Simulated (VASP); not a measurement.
A run of VASP 6.6.1 is set up as follows.

Contents of INCAR:

```
  PREC = Accurate
  ENCUT = 520
  EDIFF = 1E-7
  ISMEAR = -1
  SIGMA = 0.13605693000000002
  LREAL = F
  LASPH = T
  NELM = 60
  ALGO = Fast
  ISIF = 2
  LWAVE = F
  LCHARG = T
  GGA = PE
  LELF = T
  LVHAR = T
  NBANDS = 11
```

The input KPOINTS:

```
Automatic mesh
0
Gamma
  13 13 13
```

File POSCAR:

```
Pd
1.0
    2.6179721309      0.0000000000      0.0000000000
    0.0000000000      2.6179721309      0.0000000000
    0.0000000000      0.0000000000      2.6179721309
Pd
1
Direct
    0.0000000000      0.0000000000      0.0000000000
```

Potentials or basis: VASP PAW PBE potentials, release 64 (Pd).

The run is started by

```console
$ cat potpaw_PBE.64/Pd/POTCAR > POTCAR
$ mpirun -np 1 vasp_std > vasp.out
```

Task: Estimate the band gap on the k mesh.

Result: None (metal or under the smearing width).

Task: Predict the pressure.

Result: -0.6 GPa.
